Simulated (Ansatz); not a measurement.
Crystal: SnSe.

```
Sn Se
1.0
     0.00000    3.01000    3.01000
     3.01000    0.00000    3.01000
     3.01000    3.01000    0.00000
Sn Se
1 1
Direct
  0.00000 0.00000 0.00000
  0.50000 0.50000 0.50000
```

Measurements of this composition are mostly on another form, of space group No. 62.

```yaml
Program: Ansatz 0.2.0
Task: relaxation of cell and atoms
Functional: PBE0
Potentials_or_basis: Ansatz PAW
Cutoff: "420 eV (not typed: the program's choice for these potentials)"
k_mesh: 4 × 4 × 4
Occupations: fermi-dirac, width 0.05 eV
Spin: no spin polarisation
```

At the start: volume 27.27 Å³/atom.

Question: Where does the relaxation end?

Answer: It ends after 5 steps and the volume is 26.34 Å³/atom (-3.4 %); space group Fm-3m (No. 225, to 0.05 Å).

The path:
```csv
step,energy change (eV),largest force (eV/Å),volume (Å³)
1,0.0000,0.0000,54.54
2,-0.0090,0.0000,51.85
3,-0.0111,0.0000,52.73
4,-0.0111,0.0000,52.68
5,-0.0107,0.0000,52.68
```

Final structure:
```xyz
2
Lattice="0.0000 2.9754 2.9754 2.9754 0.0000 2.9754 2.9754 2.9754 0.0000" Properties=species:S:1:pos:R:3 pbc="T T T"
Sn    0.0000    0.0000    0.0000
Se    2.9754    2.9754    2.9754
```

Caveat: the k mesh is coarse (spacing up to 0.45 Å⁻¹), so the values aren't converged, least of all with exact exchange; the plane-wave basis is chosen anew once the cell has moved, so the energies of steps on either side of that aren't comparable; the PAW data sets come from PBE, with cores solved anew for the run's functional, which leaves a small shift of forces and pressure.
